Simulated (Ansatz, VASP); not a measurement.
## SiO2 in VASP and in Ansatz

File POSCAR:

```
SiO2
1.0
    4.1854060762      0.0000000000      0.0000000000
    0.0000000000      4.1854060762      0.0000000000
    0.0000000000      0.0000000000      2.6687449733
Si O
2 4
Direct
    0.5000000000      0.5000000000      0.4625292034
    0.0000000000      0.0000000000     -0.0374707966
    0.6938852014      0.6938852014      0.0328885343
    0.1938852014      0.8061147986      0.5328885343
    0.3061147986      0.3061147986      0.0328885343
    0.8061147986      0.1938852014      0.5328885343
```

The input INCAR.step1:

```
  PREC = Accurate
  ENCUT = 520
  ISMEAR = 0
  SIGMA = 0.05
  LREAL = False
  LASPH = True
  NELM = 60
  NBANDS = 25
  GGA = PE
  ALGO = Normal
  EDIFF = 1E-4
  LWAVE = True
  LCHARG = False
```

File INCAR.step2:

```
  PREC = Accurate
  ENCUT = 520
  EDIFF = 1E-7
  ISMEAR = 0
  SIGMA = 0.05
  LREAL = False
  LASPH = True
  NELM = 60
  ALGO = Normal
  ISIF = 2
  LWAVE = False
  LCHARG = False
  METAGGA = R2SCAN
  LMIXTAU = True
  NBANDS = 25
  ISTART = 1
```

The input KPOINTS:

```
regular mesh
0
Gamma
  6 6 8
```

Input for Ansatz:

```yaml
crystal:
  lattice:
    - [4.1854060762, 0.0, 0.0]
    - [0.0, 4.1854060762, 0.0]
    - [0.0, 0.0, 2.6687449733]
  atoms:
    - { symbol: Si, position: [0.5, 0.5, 0.4625292034] }
    - { symbol: Si, position: [0.0, 0.0, -0.0374707966] }
    - { symbol: O, position: [0.6938852014, 0.6938852014, 0.0328885343] }
    - { symbol: O, position: [0.1938852014, 0.8061147986, 0.5328885343] }
    - { symbol: O, position: [0.3061147986, 0.3061147986, 0.0328885343] }
    - { symbol: O, position: [0.8061147986, 0.1938852014, 0.5328885343] }
basis:
  ecutwfc: 500
kpoints:
  mp_grid: { grid: [6, 6, 8] }
hamiltonian:
  xc: r2scan
scf:
  occupations: { method: gaussian, width: 0.05 }
output:
  forces: true
  stress: true
  eigenvalues: true
```

Change from the starting cell: mode 13 (655.2 1/cm) frozen in, largest displacement -0.100 Å.

Alike in both runs: task single point; functional r2SCAN; k mesh 6 × 6 × 8; occupations gaussian, width 0.05 eV; no spin polarisation.

```csv
,VASP,Ansatz
version,VASP 6.6.1,Ansatz 0.2.0
potentials or method,"VASP PAW PBE potentials, release 64 (Si, O)","scalar-relativistic, plane waves, PAW"
plane-wave cutoff (eV),520,500
valence electrons in the cell,32,32
```

|  | VASP | Ansatz | Ansatz less VASP |
| --- | --- | --- | --- |
| gap on the k mesh at the Fermi level (eV) | 6.27 | 6.28 | +0.011 |
| least direct gap on the mesh (eV) | 6.27 | 6.28 | +0.011 |
| pressure (GPa) | 10.4 | 9.9 | -0.55 |
| largest component of the traceless stress (GPa) | 4.19 | 3.55 | -0.641 |
| rms of the force components (eV/Å) | 2.015 | 1.972 | -0.0434 |

Atom by atom the forces differ by 0.046 eV/Å (rms over components).

Caveats: the PAW data sets were made with another functional, which shifts forces and pressure a little (VASP). A k mesh can miss the band edges.
